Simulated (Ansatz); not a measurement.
**Nb in Ansatz: the effect of functional**

The system is Nb.

```
Nb
1.0
    -1.64146    1.64146    1.64146
     1.64146   -1.64146    1.64146
     1.64146    1.64146   -1.64146
Nb
1
Cartesian
  0.0000 0.0000 0.0000
```

The cell isn't the ideal one: volume scaled by 0.96.

Alike in all runs:

```yaml
Program: Ansatz 0.2.0
Task: single point
Potentials_or_basis: Ansatz PAW
k_mesh: 11 × 11 × 11
Occupations: fermi-dirac, width 0.05 eV
Spin: no spin polarisation
```

One run gave: pressure 5.2 GPa. Which functional did it use?
A. r2SCAN
B. PBE
C. LDA

B.

```tsv
functional	cutoff	pressure (GPa)
LDA	420 eV (not typed: the program's choice for these potentials)	-5.1
r2SCAN	500 eV (not typed: the program's choice for these potentials)	4.2
PBE	420 eV (not typed: the program's choice for these potentials)	5.2
```

Caveats: the PAW data sets come from PBE, with cores solved anew for the run's functional, which leaves a small shift of forces and pressure (some runs).
